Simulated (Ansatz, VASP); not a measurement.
## TiC in VASP and in Ansatz

```xyz
2
Lattice="0.0000 2.1304 2.1304 2.1304 0.0000 2.1304 2.1304 2.1304 0.0000" Properties=species:S:1:pos:R:3 pbc="T T T"
Ti    0.0000    0.0000    0.0000
C     2.1304    2.1304    2.1304
```

Alike in both runs: functional LDA; k mesh 16 × 16 × 16; occupations gaussian, width 0.1 eV; no spin polarisation.

Ansatz relaxed the structure, and its values are those at the end. VASP's run is a single point on that final structure, the one shown.

|  | VASP | Ansatz |
| --- | --- | --- |
| version | VASP 6.6.1 | Ansatz 0.2.0 |
| potentials or method | VASP PAW LDA potentials, release 64 (Ti_sv, C) | scalar-relativistic, plane waves, PAW |
| plane-wave cutoff (eV) | 520 | 420 |
| valence electrons in the cell | 16 | 16 |

|  | VASP | Ansatz | Ansatz less VASP |
| --- | --- | --- | --- |
| gap on the k mesh at the Fermi level (eV) | none | none | - |
| pressure (GPa) | 0.7 | 0.0 | -0.70 |

A gap of «none» marks a metal or a gap that the smearing closes.
